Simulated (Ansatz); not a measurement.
## Trial structures of WSe4: starts and ends

Level of theory: DFT PBE, scalar-relativistic, plane waves, PAW in Ansatz 0.2.0. Settings: cutoff 420 eV, Γ-centred meshes spaced at most about 0.3 Å⁻¹, and about 0.25 Å⁻¹ or finer for metals (2π included), Gaussian smearing. Collinear spin in cells that started with moments and kept them past the coarse steps, no spin elsewhere.

Each guess was relaxed in cell and atoms at zero pressure, within the symmetry of its start. All energies are static (0 K, no zero-point motion). Coordination counts Se atoms around W (those within 1.25 times the shortest such distance or 1.15 times the sum of covalent radii; a plus sign parts nearer from farther groups; the shortest distance is added where it is long for a bond).

```
guess    made from  start group  V start (Å³/atom)  end group  V end (Å³/atom)  coordination at the end  gap on mesh (eV)  largest moment (μB)  E over the lowest end (meV/atom)
    1  random cell        Im-3m               25.3      Im-3m             23.1                      W 8                 0                  0.8                               438
    2    GeF4 type        I-43m               29.8      I-43m             35.0                      W 4                 0                    -                                19
    3  random cell         R-3m               31.1       R-3m             26.9                      W 6                 0                  2.5                               951
    4    SnI4 type        P-43m               28.5      P-43m             32.6                      W 4                 0                    -                                 0
    5    Mn4N type        Pm-3m               24.3          ?                ?                        ?                 ?                    ?                                 ?
    6    Co4N type        Pm-3m               25.5      Pm-3m             23.6                      W 6                 0                    -                               297
```

Guess 5 as it starts:

Space group Pm-3m (No. 221). a = 4.955 Å, b = 4.955 Å, c = 4.955 Å, α = 90.00°, β = 90.00°, γ = 90.00°
```json
{"atom": "W", "site": "1a", "symmetry": "m-3m", "x": "0.0000", "y": "0.0000", "z": "0.0000"}
{"atom": "Se", "site": "1b", "symmetry": "m-3m", "x": "0.5000", "y": "0.5000", "z": "0.5000"}
{"atom": "Se", "site": "3c", "symmetry": "4/mm.m", "x": "0.0000", "y": "0.5000", "z": "0.5000"}
```

Task: Predict the end of this guess and its energy over the lowest end.

Result: It ends in space group Pm-3m (No. 221), with a = 4.968 Å, 24.5 Å³/atom and no gap, with moments up to 3.4 μB. It lies 1.27 eV/atom over the lowest end, above guess 3 and so the highest of the set. Counting Se atoms around W, this end has W 12+8 from 3.5 Å and the lowest (guess 4) has W 4. This end holds Se–Se bonds in all directions (shortest 2.48 Å); in the lowest (guess 4) the shortest Se–Se distance is 3.79 Å.

```xyz
5
Lattice="4.9684 0.0000 0.0000 0.0000 4.9684 0.0000 0.0000 0.0000 4.9684" Properties=species:S:1:pos:R:3 pbc="T T T"
W     0.0000    0.0000    0.0000
Se    2.4842    2.4842    2.4842
Se    0.0000    2.4842    2.4842
Se    2.4842    0.0000    2.4842
Se    2.4842    2.4842    0.0000
```

Energies over the elements count from the elements' standard structures at the same level, with no fitted energy shifts.

Task: Is the lowest end bound against the elements?

Result: No: its formation energy is +0.15 eV/atom. It can't be a ground state, since the elements alone are lower.

No dispersion correction is applied, so the spacing and binding between layers, chains or molecules are poorly described (P-43m, I-43m), and this can change margins and order among such cells. Spin–orbit coupling, which can matter for W, is left out. A magnetic state wasn't ruled out in cells without spin, among them P-43m. The reference form of Se is held partly by dispersion forces, which this level lacks. The magnetic state reached may not be the lowest. Cells relaxed within their symmetry can be saddle points. A lower structure may well exist outside this small set. Some structure types and database cells were kept out of the candidates from the start, so a known form may be missing.

Four-coordinate W gives the two lowest ends, but energy doesn't simply rise with coordination: the six-coordinate guess 3 lies far above the eight-coordinate guess 1. Guess 5 is highest probably because its short contacts join Se to Se, while W sits in a cage too wide for normal W–Se bonds. Its large moment suggests W d electrons left largely out of bonding.

Even the best end has an electron-count problem. Without Se–Se bonds, four selenide ions would require more electrons than the six in the valence shell of W. The shortage probably leaves holes in Se p states, which fits the absent gap and the positive formation energy. In a regular tetrahedron such holes can fall in a degenerate level, favouring a Jahn–Teller distortion. Pairing some Se into diselenide groups would ease the shortage and allow a lower oxidation state, as in the familiar layered diselenide of W. The result therefore counts against these selenide tetrahedra, not against every Se-rich arrangement at this composition.
